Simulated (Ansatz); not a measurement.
Al2O3:

```
Al O
1.0
     4.61378    0.00000    0.00000
     0.00000    9.56328    0.00000
     0.00000    0.00000    3.11986
Al O
4 6
Direct
  0.98298 0.82457 0.00000
  0.01702 0.17543 0.00000
  0.48297 0.67543 0.50000
  0.51702 0.32457 0.50000
  0.50000 0.50000 0.50000
  0.12363 0.75305 0.50000
  0.37637 0.25305 0.00000
  0.62364 0.74695 0.00000
  0.00000 0.00000 0.00000
  0.87636 0.24695 0.50000
```

Measurements of this composition are mostly on another form, of space group No. 167.

Base run:

| Item | Value |
| --- | --- |
| Program | Ansatz 0.2.0 |
| Functional | LDA |
| Potentials or basis | Ansatz PAW |
| Cutoff | 420 eV |
| Density cutoff | 1680 eV |
| k mesh | 6 × 3 × 9 |
| Occupations | fermi-dirac, width 0.05 eV |
| Spin | no spin polarisation |

Its results: band gap on the k mesh 3.36 eV, direct; pressure -6.5 GPa; largest force 0.203 eV/Å.

The run is repeated on the same cell with these changes: functional from LDA to r2SCAN; cutoff from 420 eV to 500 eV; density cutoff from 1680 eV to 2000 eV. What comes out?

Band gap on the k mesh 4.12 eV, direct; pressure -4.1 GPa; largest force 0.209 eV/Å.

r2SCAN gives the wider gap, since meta-GGAs in the generalised Kohn-Sham scheme recover part of the derivative discontinuity.

Caveats: the PAW data sets come from PBE, with cores solved anew for the run's functional, which leaves a small shift of forces and pressure.

Not every run made on this cell is shown here.
